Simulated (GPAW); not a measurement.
# Bi (Im-3m) in GPAW: a series of runs

Aim: see how the results for Bi move with the level of theory and the settings. Levels: PW91, BLYP, r2SCAN. Tasks: single point.

All numbers are computed with GPAW 26.7.0; they aren't measurements. Logs are shortened: lines on timing, memory, paths and dates and some standing lists are left out, and cuts for length are marked. The log counts tension as positive stress, the text compression.

## Step 1: The crystal as given

The structure is cubic, space group Im-3m (No. 229). Conventional cell: a = 3.963 Å, b = 3.963 Å, c = 3.963 Å, α = 90.00°, β = 90.00°, γ = 90.00°. Bi (site symmetry m-3m) is surrounded by 8 Bi at 3.43 Å.

This isn't the form of Bi at room conditions, which is rhombohedral.

## Step 2: Single point, PW91

Contents of run.py:

```python
from ase import Atoms
from ase.dft.bandgap import bandgap
from ase.io import write
from ase.units import GPa
from gpaw import GPAW, PW, setup_paths

setup_paths.insert(0, '.')

atoms = Atoms(['Bi'],
              cell=[[-1.9814305318, 1.9814305318, 1.9814305318],
                    [1.9814305318, -1.9814305318, 1.9814305318],
                    [1.9814305318, 1.9814305318, -1.9814305318]],
              scaled_positions=[[0.0, 0.0, 0.0]],
              pbc=True)

calc = GPAW(mode=PW(600),
            xc='GGA_X_PW91+GGA_C_PW91',
            kpts={'size': (9, 9, 9), 'gamma': True},
            occupations={'name': 'fermi-dirac', 'width': 0.05},
            nbands=15,
            convergence={'density': 1e-05, 'energy': 1e-05},
            maxiter=150,
            txt='gpaw.txt')
atoms.calc = calc
energy = atoms.get_potential_energy()
forces = atoms.get_forces()
stress = atoms.get_stress()
calc.write('gs.gpw')
write('result.traj', atoms)
print(f'Energy: {energy:.6f} eV')
print('Forces (eV/A):')
print(forces.round(4))
print('Stress (GPa):', (stress / GPa).round(3))
print('Fermi level:', round(calc.get_fermi_level(), 4), 'eV')
print(f'Gap: {bandgap(calc)[0]:.4f} eV, direct: {bandgap(calc, direct=True)[0]:.4f} eV')
```

Potentials or basis: PAW data sets generated in the run's folder for this functional, pw.

The run is started by

```bash
> gpaw-setup -f GGA_X_PW91+GGA_C_PW91 Bi
> OMP_NUM_THREADS=1 python run.py
```

gpaw.txt:

```text
__  _  _
 | _ |_)|_||  |
 |__||  | ||/\| - 26.7.0

Input parameters:
  mode=PW(ecut=600.0),
  convergence={'density': 1e-05, 'energy': 1e-05},
  kpts=MonkhorstPack(size=(9, 9, 9), gamma=True),
  maxiter=150,
  nbands=15,
  occupations=Occupations(name='fermi-dirac', width=0.05),
  xc=XC(name='GGA_X_PW91+GGA_C_PW91')

Diagonalizing LCAO Hamiltonian
Converting LCAO to pw mode

       Bi

Atoms  # Å, Bohr magnetons
|   | symbol |        x |        y |        z |    initial magnetic moments |
|---|--------|----------|----------|----------|-----------------------------|
| 0 |     Bi | 0.000000 | 0.000000 | 0.000000 | ( 0.0000,  0.0000,  0.0000) |

Unit cell  # Å
| periodic |         x |         y |         z |  lengths |     angles |
|----------|-----------|-----------|-----------|----------|------------|
|      yes | -1.981431 |  1.981431 |  1.981431 | 3.431938 | 109.471221 |
|      yes |  1.981431 | -1.981431 |  1.981431 | 3.431938 | 109.471221 |
|      yes |  1.981431 |  1.981431 | -1.981431 | 3.431938 | 109.471221 |

Number of symmetries: 48
Symmetry operations  # r_c * U_cc + t_c -> r_c
|    | kind |            matrix            |
|----|------|------------------------------|
|  0 |  σ   |  1, 1, 1,  0, 0,-1,  0,-1, 0 |
|  1 |  C4  |  1, 1, 1,  0, 0,-1, -1, 0, 0 |
|  2 |  C2  |  1, 1, 1,  0,-1, 0,  0, 0,-1 |
|  3 |  S6  |  1, 1, 1,  0,-1, 0, -1, 0, 0 |
|  4 |  S6  |  1, 1, 1, -1, 0, 0,  0, 0,-1 |
|  5 |  C4  |  1, 1, 1, -1, 0, 0,  0,-1, 0 |
|  6 |  E   |  1, 0, 0,  0, 1, 0,  0, 0, 1 |
|  7 |  σ   |  1, 0, 0,  0, 1, 0, -1,-1,-1 |
|  8 |  σ   |  1, 0, 0,  0, 0, 1,  0, 1, 0 |
|  9 |  C3  |  1, 0, 0,  0, 0, 1, -1,-1,-1 |
| 10 |  C3  |  1, 0, 0, -1,-1,-1,  0, 1, 0 |
| 11 |  σ   |  1, 0, 0, -1,-1,-1,  0, 0, 1 |
| 12 |  σ   |  0, 1, 0,  1, 0, 0,  0, 0, 1 |
| 13 |  C2  |  0, 1, 0,  1, 0, 0, -1,-1,-1 |
| 14 |  C3  |  0, 1, 0,  0, 0, 1,  1, 0, 0 |
| 15 |  S4  |  0, 1, 0,  0, 0, 1, -1,-1,-1 |
| 16 |  S4  |  0, 1, 0, -1,-1,-1,  1, 0, 0 |
| 17 |  C3  |  0, 1, 0, -1,-1,-1,  0, 0, 1 |
| 18 |  C3  |  0, 0, 1,  1, 0, 0,  0, 1, 0 |
| 19 |  S4  |  0, 0, 1,  1, 0, 0, -1,-1,-1 |
| 20 |  σ   |  0, 0, 1,  0, 1, 0,  1, 0, 0 |
| 21 |  C3  |  0, 0, 1,  0, 1, 0, -1,-1,-1 |
| 22 |  C2  |  0, 0, 1, -1,-1,-1,  1, 0, 0 |
| 23 |  S4  |  0, 0, 1, -1,-1,-1,  0, 1, 0 |
| 24 |  C4  |  0, 0,-1,  1, 1, 1,  0,-1, 0 |
| 25 |  σ   |  0, 0,-1,  1, 1, 1, -1, 0, 0 |
| 26 |  S6  |  0, 0,-1,  0,-1, 0,  1, 1, 1 |
| 27 |  C2  |  0, 0,-1,  0,-1, 0, -1, 0, 0 |
| 28 |  C4  |  0, 0,-1, -1, 0, 0,  1, 1, 1 |
| 29 |  S6  |  0, 0,-1, -1, 0, 0,  0,-1, 0 |
| 30 |  S6  |  0,-1, 0,  1, 1, 1,  0, 0,-1 |
| 31 |  C4  |  0,-1, 0,  1, 1, 1, -1, 0, 0 |
| 32 |  C4  |  0,-1, 0,  0, 0,-1,  1, 1, 1 |
| 33 |  S6  |  0,-1, 0,  0, 0,-1, -1, 0, 0 |
| 34 |  σ   |  0,-1, 0, -1, 0, 0,  1, 1, 1 |
| 35 |  C2  |  0,-1, 0, -1, 0, 0,  0, 0,-1 |
| 36 |  C2  | -1, 0, 0,  1, 1, 1,  0, 0,-1 |
| 37 |  S6  | -1, 0, 0,  1, 1, 1,  0,-1, 0 |
| 38 |  S6  | -1, 0, 0,  0, 0,-1,  1, 1, 1 |
| 39 |  C2  | -1, 0, 0,  0, 0,-1,  0,-1, 0 |
| 40 |  C2  | -1, 0, 0,  0,-1, 0,  1, 1, 1 |
| 41 |  i   | -1, 0, 0,  0,-1, 0,  0, 0,-1 |
| 42 |  S4  | -1,-1,-1,  1, 0, 0,  0, 1, 0 |
| 43 |  C3  | -1,-1,-1,  1, 0, 0,  0, 0, 1 |
| 44 |  C3  | -1,-1,-1,  0, 1, 0,  1, 0, 0 |
| 45 |  σ   | -1,-1,-1,  0, 1, 0,  0, 0, 1 |
| 46 |  S4  | -1,-1,-1,  0, 0, 1,  1, 0, 0 |
| 47 |  C2  | -1,-1,-1,  0, 0, 1,  0, 1, 0 |

BZ-sampling:
  Number of BZ points: 729
  Number of IBZ points: 35

  Monkhorst-Pack size: [9, 9, 9]
  Monkhorst-Pack shift: [0, 0, 0]

K-points  # in reciprocal-cell coordinates
|     |                                coordinates |     weight |
|-----|--------------------------------------------|------------|
|   0 | (  0.00000000,   0.00000000,   0.00000000) | 0.00137174 |
|   1 | (  0.11111111,   0.00000000,   0.00000000) | 0.01646091 |
|   2 | (  0.11111111,   0.11111111,  -0.11111111) | 0.00823045 |
|   3 | (  0.22222222,   0.00000000,  -0.11111111) | 0.03292181 |
|   4 | (  0.22222222,   0.00000000,   0.00000000) | 0.01646091 |
|   5 | (  0.22222222,   0.11111111,  -0.11111111) | 0.03292181 |
|   6 | (  0.22222222,   0.22222222,  -0.22222222) | 0.00823045 |
|   7 | (  0.33333333,  -0.11111111,  -0.11111111) | 0.01097394 |
|   8 | (  0.33333333,   0.00000000,  -0.11111111) | 0.06584362 |
|   9 | (  0.33333333,   0.00000000,   0.00000000) | 0.01646091 |
| ... |                                            |            |
|  34 | (  0.44444444,   0.44444444,   0.44444444) | 0.01097394 |

Plane wave coefficients: 1055
Cutoff: 600.0 eV

Spin-components: 1 (collinear spins)
Bands:           15
Projectors:      6
Spin-degeneracy: 2
Datatype:        complex128

Parallelization:
  kpt:    1
  domain: 1
  band:   1

Density:
  Valence electrons: 15.0
  Components: 1
  Grid points: [20 20 20]
  Charge: 0.0  # |e|

Potential:
  Grid points: [20 20 20]

species:
  Bi:
    name:    Bismuth
    Z:       83.0
    valence: 15
    core:    68
    charge:  0.0  # [|e|]
    compensation charges:
      type: gauss
      rc: 0.38  # [Å]
      lmax: 2
    cutoffs:
      filter: 2.23  # [Å]
      core: 2.33  # [Å]
    projectors
    | kind |    occ | energy [eV] | rcut [Å] |
    |------|--------|-------------|----------|
    |   6s |  2.000 |     -14.458 |    1.286 |
    |   6p |  3.000 |      -4.631 |    1.275 |
    |   5d | 10.000 |     -27.149 |    1.349 |
    |    s |        |      12.753 |    1.286 |
    |    p |        |      22.581 |    1.275 |
    |    d |        |       0.062 |    1.349 |

    Using partial waves for Bi as LCAO basis

Reference energy: -584900.989942  # eV

eigensolver:
  PPCG
  Converge bands: occupied
  niter=2

density mixing:
  MSR1-Mixer
  Pratt-step length: 0.05
  Maximum mixing coefficient: 0.75
  Old densities: 10
  SVD Regularization: 0.005
  Good broyden scale: 1.0
  Trust region scale: 1.0
  Backstep threshold: 4.0
  History deletion threshold: 6.0
  Fourier metric: weight=20.0, sigma=0.015

occupation numbers:
  Fermi-Dirac:
    width: 0.0500  # eV

poisson solver:
  ecut: 4800.0  # eV

xc functional:
  name: GGA_X_PW91+GGA_C_PW91 with 2 nearest neighbor stencil

convergence criteria:
- Maximum integral of absolute [dens]ity change: 1e-05 electrons / valence electron
- Maximum [total energy] change in last 3 cyles: 1e-05 eV / valence electron
- Maximum integral of absolute [eigenst]ate change: 4e-08 eV^2 / valence electron
maximum number of iterations: 150

SCF iterations
|iter     | |      energy | eigst |  dens |
|---------|-|-------------|-------|-------|
|iter:   1| |   -4.573835 | -0.45 |       |
|iter:   2| |   -4.575997 | -2.89 | -1.81 |
|iter:   3| |   -4.580511 | -3.24 | -1.84 |
|iter:   4| |   -4.583413 | -3.54 | -2.22 |
|iter:   5| |   -4.584116 | -4.05 | -2.66 |
|iter:   6| |   -4.584128 | -6.09 | -3.45 |
|iter:   7| |   -4.584132c| -6.36 | -4.00 |
|iter:   8| |   -4.584133c| -7.14 | -5.04c|
|iter:   9| |   -4.584133c| -7.82c| -5.43c|

Converged in 9 steps
Energy contributions relative to reference atoms: (reference = -584900.989942)

Energy contributions:
  Kinetic:          15.893093
  Coulomb:         -14.543143
  Zero:             -1.499144
  External:          0.000000
  Xc:               -4.432938
  Entropy:          -0.004000
  Spinorbit:         0.000000
  ----------------------------
  Free energy:      -4.586133
  Extrapolated:     -4.584133

dipole moment: (-7.715209, -7.715209, -7.715209)  # |e|*Ang

Fermi level: 7.621
Eigenvalues  # (at kpt = [0.000, 0.000, 0.000])
| band index |      eig [eV] | occ [0-2] |
|------------|---------------|-----------|
|          0 |       -15.637 |     2.000 |
|          1 |       -15.637 |     2.000 |
|          2 |       -15.637 |     2.000 |
|          3 |       -15.508 |     2.000 |
|          4 |       -15.508 |     2.000 |
|          5 |        -5.844 |     2.000 |
|          6 |        12.650 |     0.000 |
|          7 |        12.650 |     0.000 |
|          8 |        12.650 |     0.000 |
|          9 |        16.915 |     0.000 |
|         10 |        18.217 |     0.000 |
|         11 |        18.217 |     0.000 |
|         12 |        18.217 |     0.000 |
|         13 |        19.253 |     0.000 |
|         14 |        19.253 |     0.000 |

No gap
No difference between direct/indirect transitions

Forces  # eV/Ang
|       x |       y |       z |
|---------|---------|---------|
| 0.00000 | 0.00000 | 0.00000 |  # Bi   0

Stress tensor  # eV/Ang^3
|         x |         y |         z |
|-----------|-----------|-----------|
| -0.004628 |  0.000000 |  0.000000 |
|  0.000000 | -0.004628 |  0.000000 |
|  0.000000 |  0.000000 | -0.004628 |

# Writing to gs.gpw (mode='')
```

Wall time 9.6 s (1 thread of Arm Neoverse V2, shared host); peak memory 0.14 GiB.

What came out:

```yaml
Free_energy: -4.5861 eV
Pressure: 0.7 GPa
Band_gap_on_the_k_mesh: none (metal or under the smearing width)
```

Levels at points of the mesh, in eV from the Fermi level:
```csv
k point,band 5,band 6,band 7,band 8,band 9,band 10
"(0.00, 0.00, 0.00)",-23.13,-13.46,5.03,5.03,5.03,9.29
```

Caveat: spin-orbit coupling is left out, which moves the levels of the heavy elements.

## Step 3: Single point, BLYP

run.py: that of step 2 with these lines changed.

```diff
@@ -16,3 +16,3 @@
 calc = GPAW(mode=PW(600),
-            xc='GGA_X_PW91+GGA_C_PW91',
+            xc='BLYP',
             kpts={'size': (9, 9, 9), 'gamma': True},
@@ -21,2 +21,3 @@
             convergence={'density': 1e-05, 'energy': 1e-05},
+            eigensolver='davidson',
             maxiter=150,
```

Potentials or basis: PAW data sets generated in the run's folder for this functional, pw.

The run is started by

```bash
> gpaw-setup -f BLYP Bi
> OMP_NUM_THREADS=1 python run.py
```

gpaw.txt:

```text
__  _  _
 | _ |_)|_||  |
 |__||  | ||/\| - 26.7.0

Input parameters:
  mode=PW(ecut=600.0),
  convergence={'density': 1e-05, 'energy': 1e-05},
  eigensolver=Davidson(niter=2),
  kpts=MonkhorstPack(size=(9, 9, 9), gamma=True),
  maxiter=150,
  nbands=15,
  occupations=Occupations(name='fermi-dirac', width=0.05),
  xc=XC(name='BLYP')

Diagonalizing LCAO Hamiltonian
Converting LCAO to pw mode

       Bi

Atoms  # Å, Bohr magnetons
|   | symbol |        x |        y |        z |    initial magnetic moments |
|---|--------|----------|----------|----------|-----------------------------|
| 0 |     Bi | 0.000000 | 0.000000 | 0.000000 | ( 0.0000,  0.0000,  0.0000) |

Unit cell  # Å
| periodic |         x |         y |         z |  lengths |     angles |
|----------|-----------|-----------|-----------|----------|------------|
|      yes | -1.981431 |  1.981431 |  1.981431 | 3.431938 | 109.471221 |
|      yes |  1.981431 | -1.981431 |  1.981431 | 3.431938 | 109.471221 |
|      yes |  1.981431 |  1.981431 | -1.981431 | 3.431938 | 109.471221 |

Number of symmetries: 48
Symmetry operations  # r_c * U_cc + t_c -> r_c
|    | kind |            matrix            |
|----|------|------------------------------|
|  0 |  σ   |  1, 1, 1,  0, 0,-1,  0,-1, 0 |
|  1 |  C4  |  1, 1, 1,  0, 0,-1, -1, 0, 0 |
|  2 |  C2  |  1, 1, 1,  0,-1, 0,  0, 0,-1 |
|  3 |  S6  |  1, 1, 1,  0,-1, 0, -1, 0, 0 |
|  4 |  S6  |  1, 1, 1, -1, 0, 0,  0, 0,-1 |
|  5 |  C4  |  1, 1, 1, -1, 0, 0,  0,-1, 0 |
|  6 |  E   |  1, 0, 0,  0, 1, 0,  0, 0, 1 |
|  7 |  σ   |  1, 0, 0,  0, 1, 0, -1,-1,-1 |
|  8 |  σ   |  1, 0, 0,  0, 0, 1,  0, 1, 0 |
|  9 |  C3  |  1, 0, 0,  0, 0, 1, -1,-1,-1 |
| 10 |  C3  |  1, 0, 0, -1,-1,-1,  0, 1, 0 |
| 11 |  σ   |  1, 0, 0, -1,-1,-1,  0, 0, 1 |
| 12 |  σ   |  0, 1, 0,  1, 0, 0,  0, 0, 1 |
| 13 |  C2  |  0, 1, 0,  1, 0, 0, -1,-1,-1 |
| 14 |  C3  |  0, 1, 0,  0, 0, 1,  1, 0, 0 |
| 15 |  S4  |  0, 1, 0,  0, 0, 1, -1,-1,-1 |
| 16 |  S4  |  0, 1, 0, -1,-1,-1,  1, 0, 0 |
| 17 |  C3  |  0, 1, 0, -1,-1,-1,  0, 0, 1 |
| 18 |  C3  |  0, 0, 1,  1, 0, 0,  0, 1, 0 |
| 19 |  S4  |  0, 0, 1,  1, 0, 0, -1,-1,-1 |
| 20 |  σ   |  0, 0, 1,  0, 1, 0,  1, 0, 0 |
| 21 |  C3  |  0, 0, 1,  0, 1, 0, -1,-1,-1 |
| 22 |  C2  |  0, 0, 1, -1,-1,-1,  1, 0, 0 |
| 23 |  S4  |  0, 0, 1, -1,-1,-1,  0, 1, 0 |
| 24 |  C4  |  0, 0,-1,  1, 1, 1,  0,-1, 0 |
| 25 |  σ   |  0, 0,-1,  1, 1, 1, -1, 0, 0 |
| 26 |  S6  |  0, 0,-1,  0,-1, 0,  1, 1, 1 |
| 27 |  C2  |  0, 0,-1,  0,-1, 0, -1, 0, 0 |
| 28 |  C4  |  0, 0,-1, -1, 0, 0,  1, 1, 1 |
| 29 |  S6  |  0, 0,-1, -1, 0, 0,  0,-1, 0 |
| 30 |  S6  |  0,-1, 0,  1, 1, 1,  0, 0,-1 |
| 31 |  C4  |  0,-1, 0,  1, 1, 1, -1, 0, 0 |
| 32 |  C4  |  0,-1, 0,  0, 0,-1,  1, 1, 1 |
| 33 |  S6  |  0,-1, 0,  0, 0,-1, -1, 0, 0 |
| 34 |  σ   |  0,-1, 0, -1, 0, 0,  1, 1, 1 |
| 35 |  C2  |  0,-1, 0, -1, 0, 0,  0, 0,-1 |
| 36 |  C2  | -1, 0, 0,  1, 1, 1,  0, 0,-1 |
| 37 |  S6  | -1, 0, 0,  1, 1, 1,  0,-1, 0 |
| 38 |  S6  | -1, 0, 0,  0, 0,-1,  1, 1, 1 |
| 39 |  C2  | -1, 0, 0,  0, 0,-1,  0,-1, 0 |
| 40 |  C2  | -1, 0, 0,  0,-1, 0,  1, 1, 1 |
| 41 |  i   | -1, 0, 0,  0,-1, 0,  0, 0,-1 |
| 42 |  S4  | -1,-1,-1,  1, 0, 0,  0, 1, 0 |
| 43 |  C3  | -1,-1,-1,  1, 0, 0,  0, 0, 1 |
| 44 |  C3  | -1,-1,-1,  0, 1, 0,  1, 0, 0 |
| 45 |  σ   | -1,-1,-1,  0, 1, 0,  0, 0, 1 |
| 46 |  S4  | -1,-1,-1,  0, 0, 1,  1, 0, 0 |
| 47 |  C2  | -1,-1,-1,  0, 0, 1,  0, 1, 0 |

BZ-sampling:
  Number of BZ points: 729
  Number of IBZ points: 35

  Monkhorst-Pack size: [9, 9, 9]
  Monkhorst-Pack shift: [0, 0, 0]

K-points  # in reciprocal-cell coordinates
|     |                                coordinates |     weight |
|-----|--------------------------------------------|------------|
|   0 | (  0.00000000,   0.00000000,   0.00000000) | 0.00137174 |
|   1 | (  0.11111111,   0.00000000,   0.00000000) | 0.01646091 |
|   2 | (  0.11111111,   0.11111111,  -0.11111111) | 0.00823045 |
|   3 | (  0.22222222,   0.00000000,  -0.11111111) | 0.03292181 |
|   4 | (  0.22222222,   0.00000000,   0.00000000) | 0.01646091 |
|   5 | (  0.22222222,   0.11111111,  -0.11111111) | 0.03292181 |
|   6 | (  0.22222222,   0.22222222,  -0.22222222) | 0.00823045 |
|   7 | (  0.33333333,  -0.11111111,  -0.11111111) | 0.01097394 |
|   8 | (  0.33333333,   0.00000000,  -0.11111111) | 0.06584362 |
|   9 | (  0.33333333,   0.00000000,   0.00000000) | 0.01646091 |
| ... |                                            |            |
|  34 | (  0.44444444,   0.44444444,   0.44444444) | 0.01097394 |

Plane wave coefficients: 1055
Cutoff: 600.0 eV

Spin-components: 1 (collinear spins)
Bands:           15
Projectors:      6
Spin-degeneracy: 2
Datatype:        complex128

Parallelization:
  kpt:    1
  domain: 1
  band:   1

Density:
  Valence electrons: 15.0
  Components: 1
  Grid points: [20 20 20]
  Charge: 0.0  # |e|

Potential:
  Grid points: [20 20 20]

species:
  Bi:
    name:    Bismuth
    Z:       83.0
    valence: 15
    core:    68
    charge:  0.0  # [|e|]
    compensation charges:
      type: gauss
      rc: 0.38  # [Å]
      lmax: 2
    cutoffs:
      filter: 2.23  # [Å]
      core: 2.33  # [Å]
    projectors
    | kind |    occ | energy [eV] | rcut [Å] |
    |------|--------|-------------|----------|
    |   6s |  2.000 |     -14.282 |    1.286 |
    |   6p |  3.000 |      -4.468 |    1.275 |
    |   5d | 10.000 |     -26.884 |    1.349 |
    |    s |        |      12.930 |    1.286 |
    |    p |        |      22.744 |    1.275 |
    |    d |        |       0.327 |    1.349 |

    Using partial waves for Bi as LCAO basis

Reference energy: -584877.751990  # eV

eigensolver:
  Davidson
  Converge bands: occupied
  niter=2

density mixing:
  MSR1-Mixer
  Pratt-step length: 0.05
  Maximum mixing coefficient: 0.75
  Old densities: 10
  SVD Regularization: 0.005
  Good broyden scale: 1.0
  Trust region scale: 1.0
  Backstep threshold: 4.0
  History deletion threshold: 6.0
  Fourier metric: weight=20.0, sigma=0.015

occupation numbers:
  Fermi-Dirac:
    width: 0.0500  # eV

poisson solver:
  ecut: 4800.0  # eV

xc functional:
  name: BLYP with 2 nearest neighbor stencil

convergence criteria:
- Maximum integral of absolute [dens]ity change: 1e-05 electrons / valence electron
- Maximum [total energy] change in last 3 cyles: 1e-05 eV / valence electron
- Maximum integral of absolute [eigenst]ate change: 4e-08 eV^2 / valence electron
maximum number of iterations: 150

SCF iterations
|iter     | |      energy | eigst |  dens |
|---------|-|-------------|-------|-------|
|iter:   1| |   -3.735668 | -0.45 |       |
|iter:   2| |   -3.740364 | -2.55 | -1.93 |
|iter:   3| |   -3.757734 | -2.95 | -1.95 |
|iter:   4| |   -3.759386 | -3.71 | -2.35 |
|iter:   5| |   -3.759978 | -3.80 | -2.66 |
|iter:   6| |   -3.760004 | -5.39 | -3.58 |
|iter:   7| |   -3.760012c| -6.04 | -4.27 |
|iter:   8| |   -3.760015c| -6.30 | -4.78 |
|iter:   9| |   -3.760015c| -7.38 | -5.33c|
|iter:  10| |   -3.760015c| -7.24 | -5.53c|
|iter:  11| |   -3.760016c| -8.36c| -5.56c|

Converged in 11 steps
Energy contributions relative to reference atoms: (reference = -584877.751990)

Energy contributions:
  Kinetic:          18.810416
  Coulomb:         -17.287351
  Zero:             -1.290014
  External:          0.000000
  Xc:               -3.991194
  Entropy:          -0.003745
  Spinorbit:         0.000000
  ----------------------------
  Free energy:      -3.761888
  Extrapolated:     -3.760016

dipole moment: (-7.749625, -7.749625, -7.749625)  # |e|*Ang

Fermi level: 8.114
Eigenvalues  # (at kpt = [0.000, 0.000, 0.000])
| band index |      eig [eV] | occ [0-2] |
|------------|---------------|-----------|
|          0 |       -15.094 |     2.000 |
|          1 |       -15.094 |     2.000 |
|          2 |       -15.094 |     2.000 |
|          3 |       -14.961 |     2.000 |
|          4 |       -14.961 |     2.000 |
|          5 |        -5.382 |     2.000 |
|          6 |        12.990 |     0.000 |
|          7 |        12.990 |     0.000 |
|          8 |        12.990 |     0.000 |
|          9 |        17.691 |     0.000 |
|         10 |        18.971 |     0.000 |
|         11 |        18.971 |     0.000 |
|         12 |        19.315 |     0.000 |
|         13 |        19.830 |     0.000 |
|         14 |        19.830 |     0.000 |

No gap
No difference between direct/indirect transitions

Forces  # eV/Ang
|        x |       y |        z |
|----------|---------|----------|
| -0.00000 | 0.00000 | -0.00000 |  # Bi   0

Stress tensor  # eV/Ang^3
|         x |         y |         z |
|-----------|-----------|-----------|
| -0.030297 |  0.000000 |  0.000000 |
|  0.000000 | -0.030297 | -0.000000 |
|  0.000000 | -0.000000 | -0.030297 |

# Writing to gs.gpw (mode='')
```

It took 8.9 s on 1 thread of Arm Neoverse V2, shared host; peak memory 0.14 GiB.

What came out:

```
Free energy            : -3.7619 eV
Pressure               : 4.9 GPa
Band gap on the k mesh : none (metal or under the smearing width)
```

Caveat: spin-orbit coupling is left out, which moves the levels of the heavy elements.

[end of part 1 of 2]
